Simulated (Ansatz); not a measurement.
## Elastic constants of MgO: input and output

Computed with Ansatz, DFT PBE0, scalar-relativistic, plane waves, PAW.

Launched with:
```bash
ansatz run input.yaml --threads 4 --pin off --max-ram 12288MiB --backend cpu --events-out ev --progress --plain --runs-dir out
```

Input (bare energies are in eV):
```yaml
crystal:
  lattice:
    - [0.0, 2.2822, 2.2822]
    - [2.2822, 0.0, 2.2822]
    - [2.2822, 2.2822, 0.0]
  atoms:
    - { symbol: Mg, position: [0.0, 0.0, 0.0] }
    - { symbol: O, position: [0.25, 0.25, 0.25] }
basis:
  ecutwfc: 420
kpoints:
  mp_grid: { grid: [6, 6, 6] }
hamiltonian:
  xc: pbe0
scf:
  occupations: { method: fixed }
output:
  forces: true
  stress: true
  eigenvalues: true
  polarization: {}
elastic:
  mode: relaxed_ion
  stencil: two_point
```

From the output:
```
--- Elastic constants: 2 strain directions × 2 members + reference (group order 24) ---
  dense FFT box of the reference and of every strained cell: 24×24×24
  strains applied: 11, 23; error gains: componentwise 1.00 (the most a stress slope's error grows in a printed constant), spectral 1.73 (1 for all six strains in a standard setting)
  C = ∂σ_k/∂η_j (tension-positive GPa; Voigt order 11 22 33 23 13 12):
       155.305    110.934    110.934     -0.000      0.000      0.000
       110.934    155.305    110.934     -0.000      0.000      0.000
       110.934    110.934    155.305     -0.000      0.000      0.000
         0.000      0.000      0.000     88.101      0.000      0.000
         0.000      0.000      0.000     -0.000     88.101     -0.000
         0.000     -0.000      0.000     -0.000     -0.000     88.101
  reference stress σ⁰ (GPa):      0.050      0.050      0.050     -0.000      0.000     -0.000
  C* (energy form; C + prestress term) asymmetry max|C*_kj − C*_jk| = 2.842e-14 GPa — a small one proves nothing (zero by symmetry where the batch's group is 432, −43m or m−3m); a large one is finite-difference/SCF noise where every solve ...
  moduli (Voigt/Reuss/Hill, GPa): K = 125.72/125.72/125.72   G = 61.73/40.26/51.00   E = 134.77   ν = 0.321
  mechanically stable: yes (min eigenvalue of sym C = 44.37 GPa)
  e, the proper piezoelectric tensor (elastic.mode: relaxed_ion; C/m²; rows x y z; Voigt order 11 22 33 23 13 12):
       0.00000   -0.00000   -0.00000    0.75673   -0.00000    0.00000
      -0.00000   -0.00000    0.00000    0.00000    0.75673   -0.00000
      -0.00000    0.00000    0.00000    0.00000   -0.00000    0.75673
  ±, each entry's uncertainty from the finite density of the strings (C/m²), an estimate: the size of the correction for it that the entry includes:
       0.00000    0.00000    0.00000    0.00024    0.00000    0.00000
       0.00000    0.00000    0.00000    0.00000    0.00024    0.00000
       0.00000    0.00000    0.00000    0.00000    0.00000    0.00024
  the group's symmetry takes up to 6.6e-9 C/m² out of the measured responses: error of the strings' finite density and of the mesh across them, as far as it breaks the symmetry (raise kpoints.mp_grid and any string_points); the largest step ...
  strain η (Voigt 11):  stress-route row diagonal C_11 = 155.31 GPa, energy-path curvature d²(F+E_count+ΔE)/dδ²/Ω₀ = 156.97 GPa
         δ    σ_11 (GPa) F (eV) n_scf n_hpsi n_pw
    -2.000e-3      -0.2614       -2494.3336836      27   33081    477   relax 0 steps, max|allowed force component| 1.25e-16 eV/Å
     2.000e-3       0.3598       -2494.3336758      27   33590    483   relax 0 steps, max|allowed force component| 6.25e-17 eV/Å
  strain η (Voigt 23):  stress-route row diagonal C_44 = 88.10 GPa, energy-path curvature d²(F+E_count+ΔE)/dδ²/Ω₀ = 88.80 GPa
         δ    σ_23 (GPa) F (eV) n_scf n_hpsi n_pw
    -2.000e-3      -0.1762       -2494.3336861       2    4440    483   relax 3 steps, max|allowed force component| 1.85e-6 eV/Å
     2.000e-3       0.1762       -2494.3336861       2    4438    483   relax 3 steps, max|allowed force component| 1.89e-6 eV/Å
--- Formal polarisation (Berry phase): one branch of a lattice of values; only differences between neighbouring runs are physical ---
  axis mesh electronic ionic p = total spread (rad) least overlap resolved gap  δp at fixed H ≤   (phases in cycles; p mod 2; gap in eV; gap and δp judge the states as solved, not the mesh's step, its ...
  b1    6×6×6          -0.00000000     1.50000000     1.50000000      0.042395         0.9184        5.9783           6.0e-7
  b2    6×6×6          -0.00000000     1.50000000     1.50000000      0.042395         0.9184        5.9783           6.0e-7
  b3    6×6×6          -0.00000000     1.50000000     1.50000000      0.042395         0.9184        5.9783           6.0e-7
  quantum along a1:   0.27152361 e/Å² =   435.028780 µC/cm²
  quantum along a2:   0.27152361 e/Å² =   435.028780 µC/cm²
  quantum along a3:   0.27152361 e/Å² =   435.028780 µC/cm²
  P = (  0.28799428,   0.28799428,   0.28799428) e/Å² = (  461.417701,   461.417701,   461.417701) µC/cm²  (mod the quanta)
```

Time: 2.7 min on 4 threads of Arm Neoverse V2, on a shared host, peak memory 0.8 GiB.

The cell is the ideal cubic zincblende prototype; this isn't the usual structure of the compound.